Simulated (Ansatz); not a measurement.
# Ru: a line through a two-coordinate scan

Aim: follow the energy of Ru (P6_3/mmc, No. 194; 2 atoms in the cell) along one coordinate, amplitude of mode 5 (203 cm⁻¹), with the other held at amplitude of mode 4 (203 cm⁻¹) = −0.140 Å.

Program: Ansatz 0.2.0. Level of theory: DFT LDA, scalar-relativistic, plane waves, PAW. These are calculated values, not measurements.

2 further runs of the same task are left out: 2 set aside as unsound or not needed.

## 1. The system as given

It takes space group P6_3/mmc (No. 194, hexagonal). Conventional cell: a = 2.674 Å, b = 2.674 Å, c = 4.227 Å, α = 90.00°, β = 90.00°, γ = 120.00°. Ru (site symmetry -6m2) has 12 Ru at 2.62 to 2.67 Å as nearest neighbours.

As a file:

```xyz
2
Lattice="2.6741 0.0000 0.0000 -1.3370 2.3158 0.0000 0.0000 0.0000 4.2268" Properties=species:S:1:pos:R:3 pbc="T T T"
Ru    0.0000    1.5439    1.0567
Ru    1.3370    0.7719    3.1701
```

It is the result of an earlier relaxation at this level (volume 13.09 Å³/atom; gap on the mesh: none (metal)).

## 2. The scan

The energy is mapped over two normal modes frozen in (zone-centre modes of the cell shown).

- amplitude of mode 4 (203 cm⁻¹), largest displacement: 7 values from −0.140 to 0.140 Å
- amplitude of mode 5 (203 cm⁻¹), largest displacement: 7 values from −0.140 to 0.140 Å

Nothing else is relaxed (the cell and all other modes fixed). Energies count from the relaxed high-symmetry cell. Points are written as (first, second).

The modes come from a phonon run on the reference cell, made beforehand.

Displacement patterns for an amplitude of 1 (Å):

| atom | x1 | y1 | z1 | x2 | y2 | z2 |
| --- | --- | --- | --- | --- | --- | --- |
| Ru1 | 1.000 | 0.000 | 0.000 | 0.000 | 1.000 | 0.000 |
| Ru2 | -1.000 | 0.000 | 0.000 | 0.000 | -1.000 | 0.000 |

## 3. Point (−0.140 Å, −0.140 Å)

Input file input.yaml:

```yaml
crystal:
  lattice:
    - [2.6740588025, 0.0, 0.0]
    - [-1.3370294013, 2.3158028542, 0.0]
    - [0.0, 0.0, 4.2267610266]
  atoms:
    - { symbol: Ru, position: [0.2507513656, 0.6062124705, 0.25] }
    - { symbol: Ru, position: [0.7492486344, 0.3937875295, 0.75] }
basis:
  ecutwfc: 420
kpoints:
  mp_grid: { grid: [21, 21, 10] }
hamiltonian:
  xc: lda
  pseudopotentials: { kind: paw, azcp: { folder: soft_1 } }
scf:
  occupations: { method: gaussian, width: 0.15 }
output:
  forces: true
  stress: true
  eigenvalues: true
```

The run is started by

```bash
ansatz run input.yaml --threads 1 --pin off --max-ram 2048MiB --backend cpu --events-out ev --progress --plain --runs-dir out
```

Further runs follow: the other points of the line.

What does the calculation give? Wanted: for each run, amplitude of mode 5; energy; slope; pressure; largest force on an atom.

**Answer**, as computed:

```
amplitude of mode 5 (203 cm⁻¹), largest displacement (Å)  step  energy (eV)  slope (eV per Å)  pressure (GPa)  largest force on an atom (eV/Å)
                                                  −0.140     3        0.545              −3.8            8.64                             2.49
                                                  −0.093     4        0.396              −2.5            6.49                             2.19
                                                  −0.047     5        0.314              −1.0            4.96                             2.01
                                                   0.000     6        0.297               0.3            4.22                             2.08
                                                   0.047     7        0.344               1.6            4.36                             2.30
                                                   0.093     8        0.448               2.8            5.41                             2.56
                                                   0.140     9        0.598               3.6            7.38                             2.73
```

Energies count from the relaxed high-symmetry cell. Slopes come from the forces (and the stress, where the cell changes), not from differences of energies.

Along the line the energy is lowest at 0.000 Å, 0.297 eV from the zero. A fit to energies and slopes at the lowest point and its two neighbours puts the minimum at −0.0114 Å, with a curvature of about 29 eV per Å². The highest point computed, at 0.140 Å, lies 0.301 eV above the lowest. This is one cut through a surface in two coordinates; the map's lowest point lies off it. With the other coordinates free, the energies away from the reference would be the same or lower.
